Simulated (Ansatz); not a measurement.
# HfN: the change of pressure with volume per atom

Results calculated with Ansatz 0.2.0, not measured. Periodic Kohn-Sham DFT of a crystal at fixed atoms; pressure and stress are positive in compression; the energy is the free energy less that of spherical unpolarised free atoms; site moments are those in the method's own spheres, positive along +z.

Cell of the first row (space group Fm-3m, No. 225):
```
cell vectors (Å)
   0.0000     2.2129     2.2129
   2.2129     0.0000     2.2129
   2.2129     2.2129     0.0000
atoms (fractions of the cell vectors)
Hf  0.00000  0.00000  0.00000
N   0.50000  0.50000  0.50000
```

Settings of every row: method all-electron PAW; functional PBEsol; relativity scalar; k mesh 10x10x10; filling fermi-dirac; smearing width 0.01 eV; nucleus gaussian.

Atom start moment: 0 on all atoms.

Limits: no spin-orbit coupling on heavy atoms.

```
row  volume per atom (Å³)  pressure (GPa)
  1                10.836          16.214
  2                11.067           9.129
  3                11.297            2.76
  4                11.413               ?
  5                11.528          -2.965
  6                11.643          -5.606
  7                11.758          -8.111
  8                11.989         -12.737
  9                 12.22         -16.893
```

Question: what pressure should row 4 give?

Worked fit of pressure. Take u = (V_r/V)^(2/3) − 1 with V_r = 11.585 Å³ an atom, which is twice the finite (Eulerian) strain; such expansions in the strain, on which the Birch-Murnaghan equation of state is built, carry the rest volume and the bulk modulus. The shown rows have u = 0.04557, 0.03097, 0.01692, 0.00329, -0.00332, -0.00983, -0.02259, -0.03495. Least squares give pressure = −4.2973 + 399.139 × u + 1115.13 × u² GPa; a straight line predicts inner rows, each left out in turn, worse (root mean square 0.58 against 0.011 GPa). The rows lie off it by 0.007, -0.005, -0.015, 0.007, 0.004, 0.002, 0.008, -0.008 (root mean square 0.0079 GPa). The pressure vanishes at u = 0.0105, or V = 11.41 Å³ an atom, and there the bulk modulus at fixed shape and fractions is B = −V dP/dV = (2/3)(1 + u) dP/du = 285 GPa. The withheld row has u = 0.01002, so the fit gives −4.2973 + 399.139 × (0.01002) + 1115.13 × (0.01002)² = -0.186 GPa.

The calculation gave -0.178 GPa. The fit lies 0.008 GPa (4.5 % of the value, 0.024 % of the column's range) below it; its largest miss of a shown row is 0.015 GPa.
